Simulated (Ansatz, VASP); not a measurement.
## TiO2: VASP beside Ansatz

```
Ti O
1.0
     4.53510    0.00000    0.00000
     0.00000    4.53510    0.00000
     0.00000    0.00000    3.12190
Ti O
2 4
Cartesian
  0.0000 0.0000 0.0000
  2.2675 2.2675 1.5610
  1.3836 1.3836 0.0000
  0.8839 3.6512 1.5610
  3.1515 3.1515 0.0000
  3.6512 0.8839 1.5610
```

Alike in both runs: task single point; functional PBE; k mesh 6 × 6 × 10; occupations gaussian, width 0.05 eV; no spin polarisation.

|  | VASP | Ansatz |
| --- | --- | --- |
| version | VASP 6.6.1 | Ansatz 0.2.0 |
| potentials or method | VASP PAW PBE potentials, release 64 (Ti_sv, O) | scalar-relativistic, plane waves, PAW |
| plane-wave cutoff (eV) | 520 | 520 |
| valence electrons in the cell | 48 | 48 |

Ansatz gave:

- gap on the k mesh at the Fermi level (eV): 1.77
- least direct gap on the mesh (eV): 1.77
- pressure (GPa): -3.4
- largest component of the traceless stress (GPa): 11.57
- rms of the force components (eV/Å): 0.007

**Question.** Which values does VASP return?

**Answer.** gap on the k mesh at the Fermi level (eV): 1.74; least direct gap on the mesh (eV): 1.74; pressure (GPa): -2.8; largest component of the traceless stress (GPa): 11.45; rms of the force components (eV/Å): 0.008.

Atom by atom the forces differ by 0.001 eV/Å (rms over components).

A k mesh can miss the band edges. As with any semilocal functional, this PBE gap is likely too small.
